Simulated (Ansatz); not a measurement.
# V: strain and displacement

```
V
1.0
    -1.49887    1.49887    1.49887
     1.49887   -1.49887    1.49887
     1.49887    1.49887   -1.49887
V
1
Direct
  0.00000 0.00000 0.00000
```

Conventional cell: a = 2.998 Å, b = 2.998 Å, c = 2.998 Å, α = 90.00°, β = 90.00°, γ = 90.00°. Around V (atom 1) lie 8 V at 2.60 Å.

The structure comes from a relaxation in the same program, started in the bcc type, and has space group Im-3m. Whether it is a known phase or the ground state wasn't checked.

Method: DFT, PBE, all-electron PAW with datasets made for the crystal, scalar-relativistic in Ansatz 0.2.0.

Numerical set-up: a Γ-centred 16×16×16 k mesh, Fermi–Dirac smearing of 0.05 eV, cutoff 280 eV (chosen by the program for this cell), spin-polarised from start moments V 1.5 μB (the moments died away, and the run ended non-magnetic).

The unchanged cell is at -0.01 GPa, so energy changes include a term −P ΔV where the volume moves.

In a metal, stresses and small energies carry noise from the k mesh.

x, y and z are the Cartesian axes of the cell as listed; fractional coordinates follow a strain, and an engineering shear is twice the off-diagonal strain component.

(1) With this change (x and y strained by +4 %, z held), what becomes of the energy and stress?

With x and y strained by -1.5 %, z held: energy change +8 meV/atom; stress change (xx, yy, zz, yz, xz, xy) 6.35, 6.35, 4.63, 0.00, 0.00, 0.00 GPa, compression positive.

Results:

(1) Energy change +50 meV/atom; stress change (xx, yy, zz, yz, xz, xy) -13.55, -13.55, -9.51, 0.00, 0.00, 0.00 GPa, compression positive.
